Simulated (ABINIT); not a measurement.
The system is SnTe.

```
Te Sn
1.0
     0.00000    3.15085    3.15085
     3.15085    0.00000    3.15085
     3.15085    3.15085    0.00000
Te Sn
1 1
Direct
  0.50000 0.50000 0.50000
  0.00000 0.00000 0.00000
```

```yaml
Program: ABINIT 10.8.3 (patched build)
Task: relaxation of cell and atoms
Functional: PBE
Potentials_or_basis: PseudoDojo NC SR PBE v0.4.1 standard
Cutoff: 1088 eV
k_mesh: 5 × 5 × 5
Occupations: fermi-dirac, width 0.05 eV
Spin: no spin polarisation
```

At the start: pressure 2.3 GPa; volume 31.28 Å³/atom.

Task: Where does the relaxation end?

Result: Over 5 steps the energy falls by 11.3 meV/atom and the volume is 32.93 Å³/atom (+5.3 %); space group Fm-3m (No. 225, to 0.05 Å).

The path:
```tsv
step	energy change (eV)	largest force (eV/Å)	pressure (GPa)	volume (Å³)
1	0.0000	0.0000	2.29	62.56
2	-0.0058	0.0000	1.95	63.00
3	-0.0225	0.0000	0.12	65.67
4	-0.0226	0.0000	0.01	65.85
5	-0.0226	0.0000	0.00	65.86
```

Final structure:
```yaml
crystal:
  lattice:
    - [0.00000, 3.20527, 3.20527]
    - [3.20527, 0.00000, 3.20527]
    - [3.20527, 3.20527, 0.00000]
  atoms:
    - { symbol: Te, position: [0.50000, 0.50000, 0.50000] }
    - { symbol: Sn, position: [0.00000, 0.00000, 0.00000] }
```
